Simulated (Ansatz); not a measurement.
# ZrS2: energy above lowest point as volume scale varies

Free energy against uniform scaling of the volume at fixed shape and fractions; periodic cell, basis, potentials, k mesh and filling as listed. The results are calculated, by Ansatz 0.2.0.

The cell before it is scaled or strained (space group P-3m1, No. 164):
```
CELL_PARAMETERS angstrom
3.69140 0.00000 0.00000
-1.84570 3.19680 0.00000
0.00000 0.00000 6.04110
ATOMIC_POSITIONS crystal
Zr 0.00000 0.00000 0.00000
S 0.66667 0.33333 0.76209
S 0.33333 0.66667 0.23791
```

Settings of every row: functional PBE; dispersion none; potentials PAW; wave cutoff 435.38 eV; density cutoff 1741.5 eV; k mesh 6x6x4; k shift 0x0x0; occupations fixed; smearing width 0 eV; spin none.

Limits: a layered crystal: even scaling strains the bonds within the layers, so this curve is stiffer than the crystal under pressure; the cell comes from a prototype or a list of computed structures and needn't be the stable phase.

```csv
row,volume scale,V (Å³/atom),energy above lowest point (meV/atom)
1,0.88,20.911,128
2,0.92,21.862,?
3,0.96,22.812,14.5
4,1,23.763,0
5,1.04,24.714,6.8
6,1.08,25.664,31.1
7,1.12,26.615,69.7
```

Question: what energy above lowest point should row 2 give?

Worked fit of energy above lowest point. Take u = (V_r/V)^(2/3) − 1 with V_r = 24.239 Å³ an atom, which is twice the finite (Eulerian) strain; such expansions in the strain, on which the Birch-Murnaghan equation of state is built, carry the rest volume and the bulk modulus. The shown rows have u = 0.10347, 0.04128, 0.01331, -0.01285, -0.03737, -0.06044. Least squares give energy above lowest point = 0.99 − 267.97 × u + 14403.2 × u² + 479 × u³ meV/atom; a parabola predicts inner rows, each left out in turn, worse (root mean square 0.082 against 0.03 meV/atom). All shown rows lie on it to the printed digit. Its lowest point lies at u = 0.0093, or V = 23.9 Å³ an atom, and the curvature there gives the bulk modulus at fixed shape and fractions, B = (4/9)(1 + u)² E″(u)/V = 87.5 GPa. Letting shape and atoms relax would as a rule lower it, by much in layered, chain or molecular crystals. The withheld row has u = 0.07123, so the fit gives 0.99 − 267.97 × (0.07123) + 14403.2 × (0.07123)² + 479 × (0.07123)³ = 55.2 meV/atom.

The calculation gave 55.3 meV/atom. The fit lies 0.1 meV/atom (0.078 % of the column's range) below it, one unit of the last digit.
